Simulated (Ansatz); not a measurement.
ZnS: rattling a relaxed structure

The cell was found from a structure generator's guess, not taken from experiment.

The calculation used DFT PBE, scalar-relativistic, plane waves, PAW (Ansatz). Plane waves to 420 eV, a k mesh through Γ of 4×4×8 on the computed 8-atom cell and Gaussian smearing (0.02 eV); no spin polarisation.

The cell below (8 atoms, space group P4_2/mnm (No. 136)) is relaxed within its symmetry.

```cif
data_structure
_symmetry_space_group_name_H-M 'P 1'
_symmetry_Int_Tables_number 1
_cell_length_a 6.6302
_cell_length_b 6.6302
_cell_length_c 3.8621
_cell_angle_alpha 90.000
_cell_angle_beta 90.000
_cell_angle_gamma 90.000
_cell_volume 169.78
loop_
_atom_site_label
_atom_site_type_symbol
_atom_site_fract_x
_atom_site_fract_y
_atom_site_fract_z
_atom_site_occupancy
Zn1 Zn 0.67519 0.67519 0.00000 1
Zn2 Zn 0.17519 0.82481 0.50000 1
Zn3 Zn 0.82481 0.17519 0.50000 1
Zn4 Zn 0.32481 0.32481 0.00000 1
S1 S 0.81429 0.81429 0.50000 1
S2 S 0.18571 0.18571 0.50000 1
S3 S 0.68571 0.31429 0.00000 1
S4 S 0.31429 0.68571 0.00000 1
```

For the test it was strained at random (σ = 1.5 % a component), the atoms were moved at random (σ = 0.05 Å), and all was relaxed again on a coarse 4×2×2 mesh (in the run’s order of axes) with 0.10 eV smearing, with no symmetry imposed.

Question: Does it come back?

Answer: It returns, within 1 meV/atom of the unmoved cell on that mesh and with the same symmetry when read at 0.1 Å (P-1 at 0.01 Å, so small strains and shifts remain). So it is stable against the distortions that fit this cell and that this random move excites. Modes that don't fit the cell aren't tested.
